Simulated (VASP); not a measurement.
InSb in VASP 6.6.1, single-point calculation

INCAR

```
GGA = PE
LREAL = .FALSE.
ISIF = 2
NBANDS = 16
EDIFF = 1E-7
LCHARG = .FALSE.
SIGMA = 0.02
LASPH = .TRUE.
IBRION = -1
NSW = 0
PREC = Accurate
ENCUT = 520
NELM = 72
ISMEAR = -1
LWAVE = .FALSE.
```

KPOINTS

```
KPOINTS created by Atomic Simulation Environment
0
Gamma
1 1 1
0 0 0
```

POSCAR

```
In Sb
 1.0000000000000000
     0.0000000000000000    3.4106935381999999    3.1350086261999999
     3.4106935381999999    0.0000000000000000    3.1350086261999999
     3.4106935381999999    3.4106935381999999    0.0000000000000000
 In  Sb
   1   1
Cartesian
  0.0000000000000000  0.0000000000000000  0.0000000000000000
  1.7053467690999999  1.7053467690999999  1.5675043130999995
```

The recommended PBE PAW datasets give the neutral cell 18 valence electrons.

Command

```
mpirun -np 1 vasp_std
```

OSZICAR

```
N       E                     dE             d eps       ncg     rms          rms(c)
DAV:   1     0.130853264222E+03    0.13085E+03   -0.77266E+03    32   0.120E+03
DAV:   2     0.124742949448E+02   -0.11838E+03   -0.11157E+03    40   0.260E+02
DAV:   3     0.502359629331E+01   -0.74507E+01   -0.73698E+01    32   0.659E+01
DAV:   4     0.478903981248E+01   -0.23456E+00   -0.23430E+00    56   0.144E+01
DAV:   5     0.478737792127E+01   -0.16619E-02   -0.16619E-02    32   0.107E+00    0.523E+00
DAV:   6     0.554805823660E+01    0.76068E+00   -0.76535E-01    32   0.434E+00    0.288E+00
DAV:   7     0.567880195022E+01    0.13074E+00   -0.41958E-01    32   0.269E+00    0.256E+00
DAV:   8     0.568463740983E+01    0.58355E-02   -0.13365E-02    48   0.563E-01    0.221E+00
DAV:   9     0.568186101768E+01   -0.27764E-02   -0.57590E-02    32   0.159E+00    0.153E+00
DAV:  10     0.567930152904E+01   -0.25595E-02   -0.11018E-02    32   0.611E-01    0.118E+00
DAV:  11     0.569098697762E+01    0.11685E-01   -0.42262E-03    32   0.676E-01    0.677E-01
DAV:  12     0.569439337524E+01    0.34064E-02   -0.17560E-03    32   0.222E-01    0.468E-01
DAV:  13     0.569447264326E+01    0.79268E-04   -0.10541E-04    48   0.102E-01    0.362E-01
DAV:  14     0.569446477008E+01   -0.78732E-05   -0.50043E-05    32   0.110E-01    0.146E-01
DAV:  15     0.569446854296E+01    0.37729E-05   -0.75430E-06    32   0.278E-02    0.699E-02
DAV:  16     0.569446712342E+01   -0.14195E-05   -0.13722E-06    48   0.182E-02    0.205E-02
DAV:  17     0.569446662341E+01   -0.50001E-06   -0.29111E-07    40   0.751E-03    0.527E-03
DAV:  18     0.569446654725E+01   -0.76166E-07   -0.19091E-08    16   0.181E-03
   1 F= 0.56944665E+01 E0= 0.57206257E+01  d E =-.523183E-01
```

Standard output (part)

```
POSCAR found type information on POSCAR InSb
 POSCAR found :  2 types and       2 ions
 LDA part: xc-table for (Slater+PW92), standard interpolation
 POSCAR, INCAR and KPOINTS ok, starting setup
 WAVECAR not read
 entering main loop
```

It converged. Results: gap between bands v and c on the k mesh 0.06 eV; least direct gap on the k mesh 0.06 eV; pressure 47.4 GPa. Band v is the last that the valence electrons fill when counted band by band, and c is the next.

Find the fault in these files.

One k point for a small cell. On sound settings PBE gives a gap of 0.35 eV on its mesh and a pressure of 0.0 GPa for the intended cell. This run's energy (σ→0) differs from it by 6314 meV an atom.
